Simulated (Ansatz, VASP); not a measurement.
# Ir in VASP and in Ansatz

```
CELL_PARAMETERS angstrom
0.00000 1.94081 1.94081
1.94081 0.00000 1.94081
1.94081 1.94081 0.00000
ATOMIC_POSITIONS crystal
Ir 0.00000 0.00000 0.00000
```

Change from the starting cell: volume scaled by 1.04.

Alike in both runs: task single point; functional PBEsol; k mesh 12 × 12 × 12; occupations fermi-dirac, width 0.05 eV; no spin polarisation.

```csv
,VASP,Ansatz
version,VASP 6.6.1,Ansatz 0.2.0
potentials or method,"VASP PAW PBE potentials, release 64 (Ir), cutoff 520 eV","all-electron LAPW, scalar-relativistic"
```

Ansatz gave:

```
gap on the k mesh at the Fermi level (eV) : none
pressure (GPa)                            : -14.4
```

Task: Estimate VASP's values.

Result: gap on the k mesh at the Fermi level (eV): none; pressure (GPa): -13.7.

A gap of «none» marks a metal or a gap that the smearing closes. Ansatz ran all-electron here, so the differences hold the error of VASP's frozen core and of both bases.

Caveats: the PAW data sets were made with another functional, which shifts forces and pressure a little (VASP). Spin-orbit coupling is left out, which matters for the levels of Ir.
